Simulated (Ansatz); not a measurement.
Space group Fd-3m:1 (No. 227). a = 5.675 Å, b = 5.675 Å, c = 5.675 Å, α = 90.00°, β = 90.00°, γ = 90.00°
```json
{"atom": "Ge", "site": "8b", "symmetry": "-43m", "x": "0.0000", "y": "0.0000", "z": "0.5000"}
```

Equation of state of this Ge structure (not necessarily the ground state), with shape and atoms relaxed at each volume where symmetry leaves them free. The calculation used DFT r2SCAN, scalar-relativistic, plane waves, PAW (Ansatz 0.2.0).

Plane waves to 500 eV, a k mesh through Γ of 12×12×12 on the computed 2-atom cell and Gaussian smearing (0.02 eV); no spin polarisation.

```
V (Å³/atom) E − E(largest V) (meV/atom) P (GPa) gap on mesh (eV)
     21.475                         4.42     5.11              0.65
     22.161                       -11.33     2.33              0.54
     22.846                       -16.18     0.00              0.35
     23.531                       -11.89    -1.96              0.07
     24.217                         0.00    -3.57              0.00
```

Fit a third-order Birch–Murnaghan equation to E(V).

V0 = 22.85 Å³/atom, B0 = 71 GPa, B0' = 5.0.